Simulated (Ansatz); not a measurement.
The cell comes from COD entry 1100027, which wasn't checked; take it as a given geometry. It is an old determination, and later ones may differ. The listed cell was then made from it by scaling, straining or moving an atom.

SrO: DFT, LDA, all-electron PAW with datasets made for the crystal, scalar-relativistic (Ansatz 0.2.0). What sets it apart from a plain run of this crystal: volume scaled by 1.02.

Command: `ansatz run input.yaml --threads 1 --pin off --max-ram 3072MiB --backend cpu --events-out ev --progress --plain --runs-dir out` The run took 2.8 s on 1 thread of Intel(R) Xeon(R) Platinum 8488C (Sapphire Rapids) (shared host), peak memory 0.41 GiB.

```yaml
crystal:
  lattice:
    - [0.0, 2.586819039, 2.586819039]
    - [2.586819039, 0.0, 2.586819039]
    - [2.586819039, 2.586819039, 0.0]
  atoms:
    - { symbol: Sr, position: [0.0, 0.0, 0.0] }
    - { symbol: O, position: [0.5, 0.5, 0.5] }
kpoints:
  mp_grid: { grid: [8, 8, 8] }
scf:
  occupations: { method: fermi_dirac, width: 0.02 }
hamiltonian:
  xc: lda
  pseudopotentials: { kind: all_electron, datasets: crystal }
output:
  forces: true
  stress: true
  eigenvalues: true
  efg: { contact_densities: true }
```

Output (standing set-up lines are left out):

```
hamiltonian.pseudopotentials.datasets: crystal makes datasets for this crystal and solves the spheres of its atoms anew in each pass: cutoff 300.0 eV, the density's 1200.0 eV; for an error of 0.50 meV an atom under PBE, 1.0 meV for the cell; an energy difference from a run of another recipe may be off by several times the error for the cell, under r2SCAN by more, where some 0.1 meV an atom stays at smaller errors; O in spheres of 1.207 Å, 6 of its electrons in bands; Sr in spheres of 1.376 Å, 10 of its electrons in bands
Crystal: 2 atoms, lattice volume = 34.620 Å³
Space group: Fm-3m (ITA 225), of the structure as read, at distance tolerance 3.3e-5 Å
PAW one-centre angular grid: O, 110 points (default); XC on its mesh's 2007 points in the sphere
iter 1 solved again at ethr=4.57e-2 eV; its pass at ethr=1.00e-1 eV (dr2=7.31e0 eV) is discarded
SCF iter   1: F=—  HF=-88460.755785 eV  |F-HF|=—  |Δ(HF+E_count)|=         —  Δρ=1.25e-1  dr2=7.27e0  ethr=4.57e-2  ⟨swp⟩=2.2  Hψ=1968  notcnv=0
preconditioner: auto → none  [insulator: Δε(μ)=6.204 eV  Ē_g=17.132 eV  σ=0.020 eV  W_gap=1.00  n_scr=8 (ndim 8)  ℏωp=23.6 eV  f_vac=0.000  D(μ)=0.00/eV (n_scr^D=0)  ε∞_Penn≈2.9]
SCF iter   2: F=—  HF=-88460.330563 eV  |F-HF|=—  |Δ(HF+E_count)|=   4.25e-1  Δρ=1.37e-1  dr2=6.07e0  ethr=4.55e-2  ⟨swp⟩=4.0  Hψ=981  notcnv=0  defer=3
iter 3 solved again at ethr=1.49e-3 eV; its pass at ethr=3.79e-2 eV (dr2=2.38e-1 eV) is discarded
SCF iter   3: F=—  HF=-88458.842081 eV  |F-HF|=—  |Δ(HF+E_count)|=    1.49e0  Δρ=2.02e-2  dr2=2.39e-1  ethr=1.49e-3  ⟨swp⟩=2.9  Hψ=1552  notcnv=0  defer=7
SCF iter   4: F=—  HF=-88458.838944 eV  |F-HF|=—  |Δ(HF+E_count)|=   3.14e-3  Δρ=1.94e-2  dr2=1.94e-1  ethr=1.49e-3  ⟨swp⟩=3.7  Hψ=919  notcnv=0
SCF iter   5: F=—  HF=-88458.807400 eV  |F-HF|=—  |Δ(HF+E_count)|=   3.15e-2  Δρ=1.04e-2  dr2=5.63e-2  ethr=1.21e-3  ⟨swp⟩=2.0  Hψ=884  notcnv=0
SCF iter   6: F=—  HF=-88458.795760 eV  |F-HF|=—  |Δ(HF+E_count)|=   1.16e-2  Δρ=2.13e-3  dr2=2.27e-3  ethr=3.52e-4  ⟨swp⟩=3.0  Hψ=780  notcnv=0  defer=1
SCF iter   7: F=—  HF=-88458.795875 eV  |F-HF|=—  |Δ(HF+E_count)|=   1.15e-4  Δρ=5.48e-4  dr2=1.35e-4  ethr=1.42e-5  ⟨swp⟩=2.9  Hψ=871  notcnv=0  defer=4
SCF iter   8: F=—  HF=-88458.795853 eV  |F-HF|=—  |Δ(HF+E_count)|=   2.24e-5  Δρ=3.59e-5  dr2=3.14e-7  ethr=8.42e-7  ⟨swp⟩=3.0  Hψ=675  notcnv=0  defer=1
SCF iter   9: F=—  HF=-88458.795853 eV  |F-HF|=—  |Δ(HF+E_count)|=   3.29e-8  Δρ=1.60e-5  dr2=1.45e-7  ethr=1.96e-9  ⟨swp⟩=3.1  Hψ=708  notcnv=0  defer=1
SCF iter  10: F=-88458.795853 eV  HF=-88458.795853 eV  |F-HF|=4.22e-10  |Δ(HF+E_count)|=   3.91e-8  Δρ=9.82e-7  dr2=5.65e-10  ethr=9.09e-10  ⟨swp⟩=3.0  Hψ=631  notcnv=0  defer=1
SCF 1 converged in 10 iterations: F = -88458.795855 eV  dr2 = 5.65e-10
  Residual-converged pass: ⟨swp⟩=3.8  Hψ=798  notcnv=0  max |occ|·‖R‖ = 5.2e-6 eV (tolerance 5.3e-6 eV)  dr2=4.39e-10  dr2_onsite=9.88e-11  max |Δocc| = 0.0e0
  greatest PAW one-centre occupation: 0.985 electrons in one spin orbital (limit 2), on the Sr atom at site 0 (counted from 0), in its partial waves of l = 0
SCF converged after 10 iterations
Free energy (F): -88458.795855 eV
Harris-Foulkes:  -88458.795855 eV  (|F-HF|=4.22e-10)
Internal energy: -88458.795855 eV  (E = F + TS)
E sigma→0 (E₀):  -88458.795855 eV
Past the cutoff: the bands carry plane waves up to 1.75 times it, of which those up to 1.5 times it add -0.000154 eV an atom, each by itself; the spheres take 0.000082 eV an atom off the energy for waves past 1.75 times it
By the cutoff:   a pressure is off by up to 0.005 GPa (1.2 times the spheres' own share and the shells' term, over an atom's volume, and 0.004 GPa: a bound that held against runs at twice the plane waves)
Past the cutoffs: a stress includes 0.0018 GPa for waves and charges beyond them, in addition to the slope of what the spheres take
In the spheres:  the bands' charges fall short by 6.8e-7 e at most (sound up to 1e-3)
Fermi energy:    10.348247 eV
--- Per-component energies (eV) ---
  The terms above E_closure are by the made datasets' own strengths, without shells solved beside the bands.
--- Forces (eV/Å), atoms counted from 1 ---
  atom   1  Sr    -0.00000000     0.00000000     0.00000000
  atom   2  O      0.00000000    -0.00000000    -0.00000000
  max |Σ_I F_I| component: 7.07e-30 eV/Å
--- Stress (GPa, compression-positive) ---
       -5.779807       0.000000       0.000000
       -0.000000      -5.779807       0.000000
        0.000000       0.000000      -5.779807
  P = ⅓ Tr σ = -5.7798 GPa (-57.798 kbar)
--- PAW observables at the nuclei: V_zz in 10²¹ V/m², potentials from the cell's mean, atoms counted from 1 ---
  atom   1  Sr V_zz =    +0.000000   η = 0.0000   by run symmetry: forbidden
            electrostatic potential = -5507.448679 V   contact ρ = 399329.101824 e/Å³
  atom   2  O  V_zz =    -0.000000   η = 0.0000   by run symmetry: forbidden
            electrostatic potential = -623.196912 V   contact ρ = 2125.703346 e/Å³
--- Band table (eV; the first three rows and the last of 29) ---
  k-point 0: bands = ["-23.3959", "-5.9630", "-5.0695", "-5.0695", "-5.0695", "8.7627", "8.7627", "8.7627", "12.4451", "14.8875"]
  k-point 1: bands = ["-23.3768", "-6.3665", "-5.0818", "-5.0818", "-4.7126", "8.2981", "8.5733", "8.5733", "13.1500", "14.7156"]
  k-point 2: bands = ["-23.3304", "-6.9552", "-5.1111", "-5.1111", "-4.2370", "7.4685", "8.1636", "8.1636", "14.5709", "14.7282"]
  k-point 28: bands = ["-23.2234", "-6.6778", "-5.7365", "-5.7365", "-4.4324", "7.6551", "8.3244", "8.3244", "14.6390", "14.6390"]
```
